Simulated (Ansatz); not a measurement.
**Strain and the gap of GaSb (zincblende)**

GaSb in the zincblende structure, relaxed with r2SCAN in the plane-wave code Ansatz. Space group F-43m (No. 216), cubic; a = 6.132 Å in the conventional setting, 28.82 Å³ an atom. Ga is surrounded by 4 Sb at 2.66 Å; Sb is surrounded by 4 Ga at 2.66 Å.

The axes x, y and z are those of this cell:
```
Ga Sb
1.0
     0.00000    3.06588    3.06588
     3.06588    0.00000    3.06588
     3.06588    3.06588    0.00000
Ga Sb
1 1
Direct
  0.00000 0.00000 0.00000
  0.25000 0.25000 0.25000
```

Unstrained: With r2SCAN the gap is 0.414 eV and direct, at Γ. With HSE06 the gap is 0.772 eV and direct, at Γ. Meshes: r2SCAN 8×8×8, HSE06 6×6×6. Strains are changes of length per length. After each strain the atoms were relaxed again with r2SCAN within the symmetry that the strain leaves, so tilts or polar shifts that break it weren't tested; points keep the names that they have in the unstrained zone. Calculated for a static, non-magnetic cell.

Changes of the least gap in eV (an overlap counts as a negative gap):

| strain | volume change (%) | space group | r2SCAN | HSE06 | energy rise, r2SCAN (meV/atom) |
| --- | --- | --- | --- | --- | --- |
| uniaxial -4.0 % along z | -4.0 | I-4m2 | +0.141 | +0.152 | 12.9 |
| uniaxial -3.0 % along z | -3.0 | I-4m2 | +0.105 | +0.120 | 7.2 |
| uniaxial -2.0 % along z | -2.0 | I-4m2 | +0.070 | +0.080 | 3.2 |
| uniaxial -1.0 % along z | -1.0 | I-4m2 | +0.035 | +0.040 | 0.8 |
| uniaxial +1.0 % along z | +1.0 | I-4m2 | -0.096 | -0.103 | 0.8 |
| uniaxial +2.0 % along z | +2.0 | I-4m2 | -0.192 | -0.206 | 3.1 |
| uniaxial +3.0 % along z | +3.0 | I-4m2 | -0.288 | -0.310 | 6.8 |
| uniaxial +4.0 % along z | +4.0 | I-4m2 | -0.385 | -0.414 | 12.0 |

Uniaxial -4.0 % along z, other directions held. HSE06: the gap goes from 0.772 to 0.924 eV (+0.152 eV); the edges move from Γ to Γ → L [(0, 0, 1/2)]; least and direct gap lie within 0.04 eV, so its kind isn't settled; with r2SCAN the top three valence levels at Γ, degenerate before, become 1+2 from the top over 242 meV. Stress change with r2SCAN, compression positive: xx +1.75, yy +1.75, zz +3.65 GPa.

Uniaxial -3.0 % along z, other directions held. HSE06: the gap goes from 0.772 to 0.892 eV (+0.120 eV); with r2SCAN the top three valence levels at Γ, degenerate before, become 1+2 from the top over 182 meV. Stress change with r2SCAN, compression positive: xx +1.26, yy +1.26, zz +2.71 GPa.

Uniaxial -2.0 % along z, other directions held. HSE06: the gap goes from 0.772 to 0.852 eV (+0.080 eV); with r2SCAN the top three valence levels at Γ, degenerate before, become 1+2 from the top over 122 meV. Stress change with r2SCAN, compression positive: xx +0.80, yy +0.80, zz +1.78 GPa.

Uniaxial -1.0 % along z, other directions held. HSE06: the gap goes from 0.772 to 0.812 eV (+0.040 eV); with r2SCAN the top three valence levels at Γ, degenerate before, become 1+2 from the top over 61 meV. Stress change with r2SCAN, compression positive: xx +0.39, yy +0.39, zz +0.88 GPa.

Uniaxial +1.0 % along z, other directions held. HSE06: the gap goes from 0.772 to 0.669 eV (-0.103 eV); with r2SCAN the top three valence levels at Γ, degenerate before, become 2+1 from the top over 61 meV. Stress change with r2SCAN, compression positive: xx -0.35, yy -0.35, zz -0.86 GPa.

Uniaxial +2.0 % along z, other directions held. HSE06: the gap goes from 0.772 to 0.566 eV (-0.206 eV); with r2SCAN the top three valence levels at Γ, degenerate before, become 2+1 from the top over 122 meV. Stress change with r2SCAN, compression positive: xx -0.68, yy -0.68, zz -1.69 GPa.

Uniaxial +3.0 % along z, other directions held. HSE06: the gap goes from 0.772 to 0.462 eV (-0.310 eV); with r2SCAN the top three valence levels at Γ, degenerate before, become 2+1 from the top over 183 meV. Stress change with r2SCAN, compression positive: xx -0.97, yy -0.97, zz -2.49 GPa.

Uniaxial +4.0 % along z, other directions held. HSE06: the gap goes from 0.772 to 0.358 eV (-0.414 eV); with r2SCAN the top three valence levels at Γ, degenerate before, become 2+1 from the top over 244 meV. Stress change with r2SCAN, compression positive: xx -1.21, yy -1.21, zz -3.24 GPa.

Spin-orbit coupling is left out, which matters wherever the heavy atoms make up the band edges.

Gaps or overlaps of about a tenth of an eV are at the limit of these meshes: between the points read a gap can be smaller or closed.

The meshes of the hybrids are coarse, so their gaps aren't converged to the digits shown.

The splittings at Γ are without spin-orbit coupling, which regroups them where it is of like size or larger.
